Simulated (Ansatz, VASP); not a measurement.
# One calculation of Si, two programs

INCAR

```
SYSTEM = Si
ALGO     = Normal         ! electronic algorithm
EDIFF    = 1E-6           ! SCF threshold, eV
ENCUT    = 520            ! plane-wave cutoff, eV
GGA      = PE             ! functional
ISIF     = 2              ! what is computed and relaxed
ISMEAR   = 0              ! smearing method
LASPH    = .TRUE.         ! aspherical terms in the spheres
LCHARG   = .FALSE.        ! write CHGCAR
LREAL    = .FALSE.        ! projectors in reciprocal space
LWAVE    = .FALSE.        ! write WAVECAR
NBANDS   = 11             ! bands
NELM     = 60             ! most SCF steps
PREC     = Accurate       ! precision mode
SIGMA    = 0.02           ! smearing width, eV
```

Contents of KPOINTS:

```
k-points
0
G
  8 8 8
  0 0 0
```

The input POSCAR:

```
Si
1.0
    0.0000000000      2.8640260158      2.8640260158
    2.8640260158      0.0000000000      2.8640260158
    2.8640260158      2.8640260158      0.0000000000
Si
2
Direct
    0.5000000000      0.5000000000      0.5000000000
    0.7500000000      0.7500000000      0.7500000000
```

Input for Ansatz:

```yaml
crystal:
  lattice:
    - [0.0, 2.8640260158, 2.8640260158]
    - [2.8640260158, 0.0, 2.8640260158]
    - [2.8640260158, 2.8640260158, 0.0]
  atoms:
    - { symbol: Si, position: [0.5, 0.5, 0.5] }
    - { symbol: Si, position: [0.75, 0.75, 0.75] }
basis:
  ecutwfc: 420
kpoints:
  mp_grid: { grid: [8, 8, 8] }
hamiltonian:
  xc: pbe
scf:
  occupations: { method: gaussian, width: 0.02 }
output:
  forces: true
  stress: true
  eigenvalues: true
  populations: true
```

Alike in both runs: task single point; functional PBE; k mesh 8 × 8 × 8; occupations gaussian, width 0.02 eV; no spin polarisation.

|  | VASP | Ansatz |
| --- | --- | --- |
| version | VASP 6.6.1 | Ansatz 0.2.0 |
| potentials or method | VASP PAW PBE potentials, release 64 (Si) | scalar-relativistic, plane waves, PAW |
| plane-wave cutoff (eV) | 520 | 420 |
| valence electrons in the cell | 8 | 8 |

Ansatz gave:

```
gap on the k mesh at the Fermi level (eV) : 0.84
least direct gap on the mesh (eV)         : 1.63
pressure (GPa)                            : -9.0
```

Task: Which values does VASP return?

Result: gap on the k mesh at the Fermi level (eV): 0.84; least direct gap on the mesh (eV): 1.63; pressure (GPa): -9.1.

A k mesh can miss the band edges.
